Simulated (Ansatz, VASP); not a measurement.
## Two plane-wave programs on Na

```
CELL_PARAMETERS angstrom
0.00000 3.83497 3.83497
3.83497 0.00000 3.83497
3.83497 3.83497 0.00000
ATOMIC_POSITIONS crystal
Na 0.12500 0.12500 0.12500
Na 0.87500 0.87500 0.87500
```

Alike in both runs: task single point; functional PBE; k mesh 8 × 8 × 8; occupations fermi-dirac, width 0.1 eV; no spin polarisation.

|  | VASP | Ansatz |
| --- | --- | --- |
| version | VASP 6.6.1 | Ansatz 0.2.0 |
| potentials or method | VASP PAW PBE potentials, release 64 (Na_pv) | plane waves (420 eV) with PAW, scalar-relativistic |
| plane-wave cutoff (eV) | 520 | 420 |
| valence electrons in the cell | 14 | 18 |

```csv
,VASP,Ansatz,Ansatz less VASP
pressure (GPa),-0.1,-0.1,0.00
```

The functional is the same, so the differences come from potentials, cutoffs and numerics. The two sets of potentials don't hold the same shells in valence.
